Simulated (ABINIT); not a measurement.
Planning a run of ABINIT 10.8.3 on BAs (F-43m). The input:

```
acell 3*1.0 Angstrom
rprim 
  -0.000000000000 2.388500000000 2.388500000000
  2.388500000000 -0.000000000000 2.388500000000
  2.388500000000 2.388500000000 -0.000000000000
ntypat 2
znucl 5 33
natom 2
typat 1 2
xred 
  0.000000000000 0.000000000000 0.000000000000
  0.250000000000 0.250000000000 0.250000000000
pp_dirpath "pseudos"
pseudos "B.upf, As.upf"
ecut 44
ngkpt 6 6 6
nshiftk 1
shiftk 0 0 0
kptopt 1
chksymbreak 0
istwfk *1
occopt 1
irdwfk 1
optdriver 4
nband 354
gwcalctyp 0
ecutsigx 44
symsigma 1
nkptgw 4
kptgw 
  0.0000000000 0.0000000000 0.0000000000
  0.3333333333 0.3333333333 0.0000000000
  0.5000000000 0.0000000000 0.0000000000
  0.5000000000 0.5000000000 0.0000000000
bdgw 
  11 16
  12 15
  12 16
  12 15
ecuteps 14.35
irdscr 1
ppmodel 1
indata_prefix "in"
outdata_prefix "out"
tmpdata_prefix "tmp"
```

```sh
OMP_NUM_THREADS=1 mpirun -n 4 abinit run.abi > log
```

**Question.** Estimate wall time and host memory on 4 MPI ranks of Arm Neoverse V1, shared host.

It took 11 min; on shared hardware allow 5.5 min to 22 min. Peak host memory was 4.0 GiB.

[Paths, hosts, dates, memory and timing lines, banners, echoed tables and standing remarks are left out of the program output.]

[Logs are printed without paths, hosts, clocks, repeated set-up lines and the standing remarks that a program may print on its own settings, such as how far it seeks lower states.]

[Runs of the session that timed out or met a known fault of the program may be left out.]

[Hosts, paths, dates, database ids (printed as entryN), source tags and the programs' standing remarks are cut or masked in the printed files.]

[G0W0 gaps are taken among the corrected bands and points alone; a level outside them can change the order at an edge.]

[Where Ansatz stands beside ABINIT at settings called matched, ABINIT's density can come from a denser mesh and the files from another edition; pairs whose starting gaps differed by over 0.03 eV were left out, so agreement reads better than it is.]
